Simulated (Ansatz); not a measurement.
Runs of Ansatz 0.2.0 on SnO2. It takes space group Pa-3 (No. 205, cubic). Conventional cell: a = 5.175 Å, b = 5.175 Å, c = 5.175 Å, α = 90.00°, β = 90.00°, γ = 90.00°. Sn (site symmetry -3) has 6 O at 2.11 Å as nearest neighbours. Around O (site symmetry 3) lie 3 Sn at 2.11 Å. Measurements of this composition are mostly on another form, of space group No. 136.

```csv
level,cutoff (eV),gap on the mesh (eV),pressure (GPa),largest force (eV/Å)
RPBE,420,0.64,(b),0.02
PBEsol,420,0.51,-7.2,0.02
revPBE,420,(d),2.5,(a)
r2SCAN,500,1.13,(c),0.02
BLYP,420,0.59,5.4,0.04
```

Alike in all rows: task band structure; potentials or basis Ansatz PAW; no spin polarisation; cell as given; k mesh 4 × 4 × 4; smearing fermi-dirac 0.05 eV.

Question: Fill in the values left out.

Answer: (a) 0.01; (b) 3.6; (c) -9.1; (d) 0.62.

Caveats: spin-orbit coupling is left out, which moves the levels of the heavy elements; the PAW data sets come from PBE, with cores solved anew for the run's functional, which leaves a small shift of forces and pressure.

A k mesh can miss the band edges, and the runs leave out spin-orbit coupling on Sn.
